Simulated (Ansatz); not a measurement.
# Effect of pressure 9 GPa on LaAlO3

Consider LaAlO$_{3}$ (space group R-3c, No. 167; a = 5.368 Å, c = 13.110 Å (hexagonal axes)).

The change: a hydrostatic pressure of 9 GPa.

Method: Ansatz (a quantum-chemistry and plane-wave program), r2SCAN, PAW, cutoff 500 eV, no spin-orbit coupling. k-mesh 8×8×8 (Γ-centred); smearing 0.05 eV (Fermi–Dirac).

```json
[
 {"quantity": "volume per atom", "base": "10.91 Å³", "changed": "10.47 Å³", "shift": "-0.44 Å³"},
 {"quantity": "density", "base": "6.51 g/cm³", "changed": "6.79 g/cm³", "shift": "+0.274 g/cm³"},
 {"quantity": "lattice parameter a", "base": "5.368 Å", "changed": "5.293 Å", "shift": "-0.075 Å"},
 {"quantity": "c/a ratio", "base": "2.442", "changed": "2.445", "shift": "+0.003"},
 {"quantity": "shortest interatomic distance", "base": "1.903 Å", "changed": "1.874 Å", "shift": "-0.029 Å"},
 {"quantity": "enthalpy H = E + PV relative to the base's energy", "base": "–", "changed": "+0.60 eV/atom", "shift": "–"},
 {"quantity": "band gap", "base": "4.39 eV", "changed": "4.32 eV", "shift": "-0.07 eV"},
 {"quantity": "gap character", "base": "indirect, F → Γ", "changed": "indirect, F → Γ", "shift": "–"},
 {"quantity": "mean gap deformation potential ΔEg/Δln V", "base": "–", "changed": "+1.6 eV", "shift": "–"},
 {"quantity": "width of the top valence band", "base": "0.52 eV", "changed": "0.56 eV", "shift": "+0.032 eV"}
]
```

Final structure:

```
CELL_PARAMETERS angstrom
      2.64635     1.52787     4.31374
     -2.64635     1.52787     4.31374
      0.00000    -3.05575     4.31374
ATOMIC_POSITIONS crystal
  La 0.25000 0.25000 0.25000
  La 0.75000 0.75000 0.75000
  Al 0.00000 0.00000 0.00000
  Al 0.50000 0.50000 0.50000
  O  0.77128 0.72872 0.25000
  O  0.25000 0.77128 0.72872
  O  0.72872 0.25000 0.77128
  O  0.22872 0.27128 0.75000
  O  0.75000 0.22872 0.27128
  O  0.27128 0.75000 0.22872
```

Load acts through the strain it causes; cell and atoms are relaxed under it. Stability against distortions was not tested. Competing high-pressure phases were not computed.
